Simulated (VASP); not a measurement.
A run of VASP 6.6.1 is set up as follows.

The input INCAR:

```
SYSTEM = Au
ALGO = Fast ; EDIFF = 1E-7
EDIFFG = -0.005 ; ENCUT = 600
IBRION = 2 ; ISIF = 3
ISMEAR = 1 ; LASPH = .True.
LCHARG = .False. ; LREAL = .False.
LWAVE = .False. ; NELM = 120
NSW = 60 ; PREC = Accurate
SIGMA = 0.1
```

File KPOINTS:

```
k-points
0
Gamma
  18 18 18
  0 0 0
```

Contents of POSCAR:

```
Au
1.0
    0.0000000000      2.0400000000      2.0400000000
    2.0400000000      0.0000000000      2.0400000000
    2.0400000000      2.0400000000      0.0000000000
Au
1
Direct
    0.0000000000      0.0000000000      0.0000000000
```

Potentials or basis: VASP PAW LDA potentials, release 64 (Au).

Run with:

```console
$ cat potpaw_LDA.64/Au/POTCAR > POTCAR
$ mpirun -np 1 vasp_std > vasp.out
```

Q: Estimate the relaxed cell.

A: a = 2.865 Å, b = 2.865 Å, c = 2.865 Å, α = 60.00°, β = 60.00°, γ = 60.00°.

Q: Predict the relaxed volume.

A: 16.64 Å³/atom.

Q: Predict the space group after relaxing (to 0.05 Å).

A: Fm-3m (No. 225).

Q: Estimate the band gap on the k mesh.

A: None (metal or under the smearing width).

Step by step:
```tsv
step	energy change (eV)	largest force (eV/Å)	pressure (GPa)	volume (Å³)
1	0.0000	0.0000	-3.67	16.98
2	0.0101	0.0000	7.82	16.04
3	-0.0040	0.0000	-0.09	16.64
4	-0.0040	0.0000	0.01	16.64
```

Spin-orbit coupling is left out, which matters for the levels of Au.
